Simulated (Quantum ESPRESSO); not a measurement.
Wanted: the native input for a Quantum ESPRESSO 7.5 run.

```yaml
Task: dielectric tensor
Functional: BLYP
Potentials_or_basis: PseudoDojo 0.4.1 SR PBE standard
Cutoff: 789 eV
Density_cutoff: 3157 eV
k_mesh: 6 × 6 × 2, shifted
Occupations: fermi-dirac, width 0.05 eV
Spin: no spin polarisation
Mixing_beta: 0.5
Most_SCF_iterations: 120
SCF_threshold: 8e-10 Ry
```

Crystal: Cl.

```
Cl
1.0
     3.14500   -2.25000    0.00000
     3.14500    2.25000    0.00000
     0.00000    0.00000    8.21000
Cl
4
Cartesian
  3.1450 0.5850 3.2840
  3.1450 1.6650 7.3890
  3.1450 -0.5850 4.9260
  3.1450 -1.6650 0.8210
```

One way to write it, as run:

pw.in

```
&CONTROL
  calculation = 'scf'
  prefix = 'pwscf'
  outdir = './tmp'
  pseudo_dir = './pseudo'
  tprnfor = .true.
  tstress = .true.
  disk_io = 'low'
/
&SYSTEM
  ibrav = 0
  celldm(1) = 8
  nat = 4
  ntyp = 1
  ecutwfc = 58
  nbnd = 21
  input_dft = 'blyp'
  occupations = 'smearing'
  smearing = 'fd'
  degauss = 0.00367493
/
&ELECTRONS
  conv_thr = 8d-10
  electron_maxstep = 120
  mixing_beta = 0.5
/
ATOMIC_SPECIES
Cl    35.4500 Cl.upf
CELL_PARAMETERS alat
  0.7428985827435  -0.5314854725510   0.0000000000000
  0.7428985827435   0.5314854725510   0.0000000000000
  0.0000000000000   0.0000000000000   1.9393314353972
ATOMIC_POSITIONS crystal
Cl     0.3700000000    0.6300000000    0.4000000000
Cl     0.1300000000    0.8700000000    0.9000000000
Cl     0.6300000000    0.3700000000    0.6000000000
Cl     0.8700000000    0.1300000000    0.1000000000
K_POINTS automatic
6 6 2 1 1 1
```

scf2.in

```
&CONTROL
  calculation = 'scf'
  prefix = 'pwscf'
  outdir = './tmp'
  pseudo_dir = './pseudo'
  tprnfor = .true.
  tstress = .true.
  disk_io = 'low'
/
&SYSTEM
  ibrav = 0
  celldm(1) = 8
  nat = 4
  ntyp = 1
  ecutwfc = 58
  nbnd = 21
  input_dft = 'blyp'
  occupations = 'fixed'
/
&ELECTRONS
  conv_thr = 1d-13
  electron_maxstep = 120
  mixing_beta = 0.5
  startingpot = 'file'
  startingwfc = 'file'
/
ATOMIC_SPECIES
Cl    35.4500 Cl.upf
CELL_PARAMETERS alat
  0.7428985827435  -0.5314854725510   0.0000000000000
  0.7428985827435   0.5314854725510   0.0000000000000
  0.0000000000000   0.0000000000000   1.9393314353972
ATOMIC_POSITIONS crystal
Cl     0.3700000000    0.6300000000    0.4000000000
Cl     0.1300000000    0.8700000000    0.9000000000
Cl     0.6300000000    0.3700000000    0.6000000000
Cl     0.8700000000    0.1300000000    0.1000000000
K_POINTS automatic
6 6 2 1 1 1
```

ph.in

```
dielectric of Cl
&INPUTPH
  prefix = 'pwscf'
  outdir = './tmp'
  tr2_ph = 1d-18
  fildyn = 'dyn'
  niter_ph = 90
  alpha_mix(1) = 0.7
  epsil = .true.
  trans = .false.
  zeu = .true.
/
0.0000000000 0.0000000000 0.0000000000
```

Potentials or basis: PseudoDojo 0.4.1 SR PBE standard.

The run is started by

```bash
$ OMP_NUM_THREADS=1 pw.x -in pw.in > pw.out
$ OMP_NUM_THREADS=1 pw.x -in scf2.in > scf2.out
$ OMP_NUM_THREADS=1 ph.x -in ph.in > ph.out
```

Results of the run:

| Property | Result |
| --- | --- |
| Pressure | 2.5 GPa |
| Largest force | 0.613 eV/Å |
| Electronic dielectric tensor (diagonal) | 2.26, 3.04, 4.20 |
| Born charges (mean of the diagonal) | Cl +0.00 e |

Caveat: the potentials were made for another functional, which shifts forces and pressure.

It took 9.7 min on 1 thread of Intel(R) Xeon(R) Processor @ 2.50GHz (Skylake/Cascade Lake) (shared host), peak memory 0.11 GiB.
